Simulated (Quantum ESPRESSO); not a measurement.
A calculation with Quantum ESPRESSO 7.5 of Fe (native input, structure typed inline):

Contents of pw.in:

```
&CONTROL
  calculation = 'scf'
  prefix = 'pwscf'
  outdir = './tmp'
  pseudo_dir = './pseudo'
  tprnfor = .true.
  tstress = .true.
  disk_io = 'nowf'
/
&SYSTEM
  ibrav = 0
  nat = 1
  ntyp = 1
  ecutwfc = 64
  ecutrho = 782
  nbnd = 17
  occupations = 'smearing'
  smearing = 'fd'
  degauss = 0.00367493
  nspin = 2
  starting_magnetization(1) = 0.1875
/
&ELECTRONS
  conv_thr = 2d-10
  electron_maxstep = 120
  mixing_beta = 0.3
/
ATOMIC_SPECIES
Fe    55.8450 Fe.pbe-spn-kjpaw_psl.0.2.1.UPF
CELL_PARAMETERS angstrom
  -1.4430000000    1.4430000000    1.4430000000
   1.4430000000   -1.4430000000    1.4430000000
   1.4430000000    1.4430000000   -1.4430000000
ATOMIC_POSITIONS crystal
Fe     0.0000000000    0.0000000000    0.0000000000
K_POINTS automatic
13 13 13 0 0 0
```

Potentials or basis: SSSP 1.3 efficiency PBE.

The run is started by

```console
$ OMP_NUM_THREADS=1 pw.x -in pw.in > pw.out
```

Q: Write the same calculation in another form: ASE script, structure from a CIF.

A: As run:

File run.py:

```python
import numpy as np
from ase.calculators.espresso import Espresso, EspressoProfile
import spglib
from ase import Atoms
from ase.io import read

atoms = read('Fe.cif')
cell, pos, num = spglib.standardize_cell((atoms.cell[:], atoms.get_scaled_positions(), atoms.numbers), to_primitive=True, symprec=1e-4)
atoms = Atoms(numbers=num, cell=cell, scaled_positions=pos, pbc=True)
start = {'Fe': 3.0}
atoms.set_initial_magnetic_moments([start[e] for e in atoms.get_chemical_symbols()])

input_data = {
    'control': {'calculation': 'scf', 'prefix': 'pwscf', 'outdir': './tmp', 'tprnfor': True, 'tstress': True, 'disk_io': 'nowf'},
    'system': {'ecutwfc': 64.0, 'ecutrho': 782.0, 'nbnd': 17, 'occupations': 'smearing', 'smearing': 'fd', 'degauss': 0.00367493, 'nspin': 2},
    'electrons': {'conv_thr': 2e-10, 'electron_maxstep': 120, 'mixing_beta': 0.3},
}
pseudopotentials = {'Fe': 'Fe.pbe-spn-kjpaw_psl.0.2.1.UPF'}
profile = EspressoProfile(command='pw.x', pseudo_dir='pseudo')
atoms.calc = Espresso(profile=profile, input_data=input_data, pseudopotentials=pseudopotentials, kpts=(13, 13, 13), koffset=(0, 0, 0))

print(f'energy {atoms.get_potential_energy():.8f} eV')
print('forces (eV/A)')
print(np.round(atoms.get_forces(), 6))
print('stress (eV/A^3, Voigt)')
print(np.round(atoms.get_stress(), 8))
print(f'Fermi level {atoms.calc.get_fermi_level():.4f} eV')
```

Contents of Fe.cif:

```cif
data_Fe
_cell_length_a 2.88600000
_cell_length_b 2.88600000
_cell_length_c 2.88600000
_cell_angle_alpha 90.00000000
_cell_angle_beta 90.00000000
_cell_angle_gamma 90.00000000
_space_group_name_H-M_alt 'Im-3m'
_space_group_name_Hall '-I 4 2 3'
_space_group_IT_number 229
loop_
_space_group_symop_operation_xyz
'x,y,z'
'-x,-y,-z'
'-y,x,z'
'y,-x,-z'
'-x,-y,z'
'x,y,-z'
'y,-x,z'
'-y,x,-z'
'x,-y,-z'
'-x,y,z'
'-y,-x,-z'
'y,x,z'
'-x,y,-z'
'x,-y,z'
'y,x,-z'
'-y,-x,z'
'z,x,y'
'-z,-x,-y'
'z,-y,x'
'-z,y,-x'
'z,-x,-y'
'-z,x,y'
'z,y,-x'
'-z,-y,x'
'-z,x,-y'
'z,-x,y'
'-z,-y,-x'
'z,y,x'
'-z,-x,y'
'z,x,-y'
'-z,y,x'
'z,-y,-x'
'y,z,x'
'-y,-z,-x'
'x,z,-y'
'-x,-z,y'
'-y,z,-x'
'y,-z,x'
'-x,z,y'
'x,-z,-y'
'-y,-z,x'
'y,z,-x'
'-x,-z,-y'
'x,z,y'
'y,-z,-x'
'-y,z,x'
'x,-z,y'
'-x,z,-y'
'x+1/2,y+1/2,z+1/2'
'-x+1/2,-y+1/2,-z+1/2'
'-y+1/2,x+1/2,z+1/2'
'y+1/2,-x+1/2,-z+1/2'
'-x+1/2,-y+1/2,z+1/2'
'x+1/2,y+1/2,-z+1/2'
'y+1/2,-x+1/2,z+1/2'
'-y+1/2,x+1/2,-z+1/2'
'x+1/2,-y+1/2,-z+1/2'
'-x+1/2,y+1/2,z+1/2'
'-y+1/2,-x+1/2,-z+1/2'
'y+1/2,x+1/2,z+1/2'
'-x+1/2,y+1/2,-z+1/2'
'x+1/2,-y+1/2,z+1/2'
'y+1/2,x+1/2,-z+1/2'
'-y+1/2,-x+1/2,z+1/2'
'z+1/2,x+1/2,y+1/2'
'-z+1/2,-x+1/2,-y+1/2'
'z+1/2,-y+1/2,x+1/2'
'-z+1/2,y+1/2,-x+1/2'
'z+1/2,-x+1/2,-y+1/2'
'-z+1/2,x+1/2,y+1/2'
'z+1/2,y+1/2,-x+1/2'
'-z+1/2,-y+1/2,x+1/2'
'-z+1/2,x+1/2,-y+1/2'
'z+1/2,-x+1/2,y+1/2'
'-z+1/2,-y+1/2,-x+1/2'
'z+1/2,y+1/2,x+1/2'
'-z+1/2,-x+1/2,y+1/2'
'z+1/2,x+1/2,-y+1/2'
'-z+1/2,y+1/2,x+1/2'
'z+1/2,-y+1/2,-x+1/2'
'y+1/2,z+1/2,x+1/2'
'-y+1/2,-z+1/2,-x+1/2'
'x+1/2,z+1/2,-y+1/2'
'-x+1/2,-z+1/2,y+1/2'
'-y+1/2,z+1/2,-x+1/2'
'y+1/2,-z+1/2,x+1/2'
'-x+1/2,z+1/2,y+1/2'
'x+1/2,-z+1/2,-y+1/2'
'-y+1/2,-z+1/2,x+1/2'
'y+1/2,z+1/2,-x+1/2'
'-x+1/2,-z+1/2,-y+1/2'
'x+1/2,z+1/2,y+1/2'
'y+1/2,-z+1/2,-x+1/2'
'-y+1/2,z+1/2,x+1/2'
'x+1/2,-z+1/2,y+1/2'
'-x+1/2,z+1/2,-y+1/2'
loop_
_atom_site_label
_atom_site_type_symbol
_atom_site_symmetry_multiplicity
_atom_site_Wyckoff_symbol
_atom_site_fract_x
_atom_site_fract_y
_atom_site_fract_z
_atom_site_occupancy
Fe1 Fe 2 a 0.0000000000 0.0000000000 0.0000000000 1
```

Potentials or basis: SSSP 1.3 efficiency PBE.

Run with:

```bash
$ OMP_NUM_THREADS=1 python run.py
```

Both were run:

|  | native input, structure typed inline | ASE script, structure from a CIF |
| --- | --- | --- |
| Pressure | -11.4 GPa | -11.4 GPa |
| Band gap on the k mesh | none (metal or under the smearing width) | none (metal or under the smearing width) |
| Net moment | 2.25 μB per cell | 2.25 μB per cell |
| Absolute moment | 2.38 μB per cell | 2.38 μB per cell |
| Site moments | Fe +2.31 μB | Fe +2.31 μB |
| Valence electrons inside the program's atomic spheres | Fe 14.44 | Fe 14.44 |

Keys that steer only the numerical path or the files written may differ.
